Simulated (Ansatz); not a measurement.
Cubic perovskite BaSnO3, treated with r²SCAN (Ansatz, a first-principles code, plane waves, PAW).

Settings: plane-wave cutoff 600 eV, 6×6×6 k mesh, scalar-relativistic PAW data made under PBE.

Computed at the level's own relaxed cell.

Elastic tensor (GPa, Voigt notation, ions relaxed):

```
  291.9    91.4    91.4     0.0     0.0     0.0
   91.4   291.9    91.4     0.0     0.0     0.0
   91.4    91.4   291.9     0.0     0.0     0.0
    0.0     0.0     0.0   104.1     0.0     0.0
    0.0     0.0     0.0     0.0   104.1     0.0
    0.0     0.0     0.0     0.0     0.0   104.1
```

Worked from these constants: the tetragonal shear constant is C′ = (C11 − C12)/2 = 100.2 GPa against C44 = 104.1 GPa, so the tetragonal shear is the softer. The Zener ratio C44/C′ is 1.04 (1 for an isotropic solid), and the Cauchy pressure C12 − C44 is -12.7 GPa. With C11 + 2C12 = 474.7 GPa all three Born conditions hold; they don't test modes at the zone boundary.

The computed numbers hold no vibrational or temperature effects.
